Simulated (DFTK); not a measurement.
Here is a DFTK 0.8.2 calculation.

Contents of run.jl:

```julia
using DFTK
using PseudoPotentialData
using Unitful, UnitfulAtomic
using LinearAlgebra, Printf
include("save.jl")
disable_threading()

# lattice vectors are the columns
lattice = austrip(1u"Å") * [          3.35         -1.675            0.0;
                      0.0   2.9011851027            0.0;
                      0.0            0.0           5.86]
symbols   = [:Ta, :S, :S]
positions = [[0.0, 0.0, 0.0],
             [0.6666666667, 0.3333333333, 0.75],
             [0.3333333333, 0.6666666667, 0.25]]
pseudopotentials = PseudoFamily("dojo.nc.sr.pbesol.v0_4_1.standard.upf")
elements = Dict(s => ElementPsp(s, pseudopotentials) for s in unique(symbols))
atoms    = [elements[s] for s in symbols]

build_model(lattice, positions; symmetries=true) =
    model_DFT(lattice, atoms, positions;
              functionals=PBEsol(),
              temperature=austrip(0.05u"eV"),
              smearing=Smearing.FermiDirac(),
              symmetries)
Ecut  = 35.0  # hartree
kgrid = [9, 9, 5]
tol   = 1e-6
to_GPa = ustrip(uconvert(u"GPa", 1u"hartree/bohr^3"))

model = build_model(lattice, positions)
basis = PlaneWaveBasis(model; Ecut, kgrid)
display(basis)
scfres = self_consistent_field(basis;
                               tol,
                               nbandsalg=AdaptiveBands(model; n_bands_converge=17))
display(scfres.energies)
@printf "Fermi level: %.6f eV\n" ustrip(auconvert(u"eV", something(scfres.εF, NaN)))
forces = compute_forces_cart(scfres)
println("Forces (eV/Å)")
for (s, f) in zip(symbols, forces)
    @printf "%-3s %12.6f %12.6f %12.6f\n" s ustrip.(auconvert.(u"eV/Å", f))...
end
stress = compute_stresses_cart(scfres)
println("Stress (GPa)")
display(round.(stress * to_GPa; digits=4))
println("Levels at the first k-point (eV): ", round.(ustrip.(auconvert.(u"eV", scfres.eigenvalues[1][1:scfres.n_bands_converge])); digits=4))
save_scf!(scfres; forces, stress)
```

Potentials or basis: dojo.nc.sr.pbesol.v0_4_1.standard.upf (PBEsol).

The run is started by

```bash
$ julia --threads=1 run.jl  # save.jl only writes the numbers to a file and isn't shown; printed stress counts tension as positive; times include loading and compiling
```

Task: What does it give for the pressure?

Result: 4.3 GPa.

Task: Predict the band gap on the k mesh.

Result: None (metal or under the smearing width).

Task: What does it give for the largest force?

Result: 0.972 eV/Å.

Forces on the atoms (eV/Å):
```
Ta   0.000  0.000  0.000
S    0.000  0.000 -0.972
S    0.000  0.000  0.972
```

Caveat: this functional lacks dispersion, which binds the layers, so the pressure and a relaxed spacing across them are unreliable. Spin-orbit coupling is left out, which matters for the levels of Ta.
